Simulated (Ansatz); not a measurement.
# Al (Im-3m): electronic heat capacity and spin susceptibility from the density of states

Method: DFT PBEsol, scalar-relativistic, plane waves, PAW in Ansatz.

Plane waves to 420 eV, a k mesh through Γ of 18×18×18 on the computed 1-atom cell and Gaussian smearing (0.10 eV); no spin polarisation.

Relaxed cell: Im-3m, a = 3.213 Å, b = 3.213 Å, c = 3.213 Å, α = 90.00°, β = 90.00°, γ = 90.00°, 1 atom in the primitive cell. This bcc form isn't the element's structure at ambient conditions.

The density of states at the Fermi level is 0.419 states/eV in the cell of 1 atom (1 formula unit; both spins, tetrahedra on a 27×27×27 mesh).

What Sommerfeld coefficient and Pauli susceptibility does this give?

Per formula unit N(E_F) = 0.419 states/eV. γ = (π²/3) k_B² N(E_F) N_A = 2.357 mJ/(mol K²) per state/eV, so γ = 1.0 mJ/(mol K²), a mole of formula units. χ_P = μ_B² N(E_F) N_A = 3.23×10⁻⁵ emu/mol per state/eV gives 1.4×10⁻⁵ emu/mol. This is the bare band result: a measured γ of the same phase is as a rule larger by a factor 1 + λ from phonons and spin fluctuations, the spin part of χ is larger by the Stoner factor, and a measured χ also holds orbital and core terms. N(E_F) at one energy is sensitive to the mesh where the density of states has sharp peaks.

Cost: 1 run of about 0.44 core-minutes, on Intel Xeon Platinum 8259CL (Skylake/Cascade Lake) (shared hosts).